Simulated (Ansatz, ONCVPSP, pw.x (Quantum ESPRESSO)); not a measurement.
## In (Z = 49): one change to the ONCV potential, in the atom and in the bcc crystal

- Element: In (Z = 49)
- Generator: ONCVPSP 4.0.1.1 (patched build)
- Type: optimised norm-conserving Vanderbilt (ONCV)
- Functional: PBE
- Relativity: scalar-relativistic
- Frozen core: [Kr] 4d10
- Valence charge: 3
- Reference configuration: 5s2 5p1
- Partial waves: 5s: rc 2.30 bohr, ncon 3, nbas 6, qcut 2.4 1/bohr, 2 projectors, debl 3.4 Ha; 5p: rc 2.25 bohr, ncon 5, nbas 8, qcut 3.5 1/bohr, 1 projector; d scattering state at 0.02 Ha: rc 2.45 bohr, ncon 4, nbas 7, qcut 3.3 1/bohr, 2 projectors, debl 2.9 Ha
- Local potential: polynomial inside 2.15 bohr (lpopt 5, dvloc0 0 Ha)
- Core correction: Teter function fitted to the true core (icmod 2), fcfact 0.55

Change: core [Kr], valence charge 13; reference 4d10 5s2 5p0.5; waves now 5s: rc 2.10 bohr, ncon 5, nbas 9, qcut 2.6 1/bohr, 3 projectors, debl 2.5 Ha; 5p: rc 2.60 bohr, ncon 4, nbas 7, qcut 3.1 1/bohr, 2 projectors, debl 3.8 Ha; 4d: rc 1.40 bohr, ncon 3, nbas 7, qcut 10.6 1/bohr, 1 projector; f scattering state at 0.06 Ha: rc 2.05 bohr, ncon 5, nbas 10, qcut 5.4 1/bohr, 2 projectors, debl 1.2 Ha; local potential polynomial inside 1.20 bohr (lpopt 5, dvloc0 0 Ha).

Cutoffs, loose and tight: the cutoffs (Ha) at which the residual kinetic energy of the hardest occupied pseudo-wave falls to 1 and 0.1 mHa per electron. They do not see the model core or the augmentation charge, which bear on the density cutoff. Test errors are all-electron minus pseudo excitation energies from the reference, over the configurations 5s2 5p0; 5s1 5p0; 5s2 5p0.5; 5s1 5p1; variants that change the core or the reference have their own tests.

Crystal test: bcc In in pw.x 7.5, no spin, 12³ k-points, Fermi–Dirac smearing 0.01 Ry, cutoffs set for each file from its atomic test. The reference is all-electron LAPW (Ansatz 0.2.0) with the same functional, mesh and smearing; V0 and B0 come from Birch–Murnaghan fits to the pressures at five volumes. Errors are pseudo minus all-electron; Δ is the rms difference of the E(V) curves that follow from these fits, minima aligned, over ±6 % about the mean V0. Mesh and smearing are coarse, so the numbers serve the comparison and aren't converged zero-temperature values; the lattice is a test structure that the element need not adopt.

All-electron: a0 = 3.819 Å (V0 = 27.85 Å³/atom), B0 = 33.9 GPa.

Q: Does the change bring the crystal closer to the all-electron result?

A: The mean pressure error goes from -2.21 to -0.23 GPa, so the change moves the solid closer to the all-electron pressures. At 80 % of its cutoff the pressure of the changed file moves by -3.79 GPa.

| quantity | base | changed |
| --- | --- | --- |
| outcome (atom) | generated | generated |
| cutoff, loose (atom) | 13 Ha | 38 Ha |
| cutoff, tight (atom) | 29 Ha | 44 Ha |
| bound ghosts (atom) | none | none |
| largest test error (meV) (atom) | -187 | -155 |
| cutoffs in pw.x (Ry) | 70/280 | 105/420 |
| a0 (Å) | – | 3.810 |
| a0 error (%) | – | -0.23 |
| B0 error (%) | – | +2.0 |
| Δ (meV/atom) | – | 1.4 |
| mean pressure error (GPa) | -2.21 | -0.23 |

A dash: not determined, or the minimum lies outside the volumes sampled.

Base: This is a poor potential for the solid. The cutoffs count occupied waves only; projector 2 of the d channel, the hardest unoccupied one, needs 39 Ha at the loose tolerance.
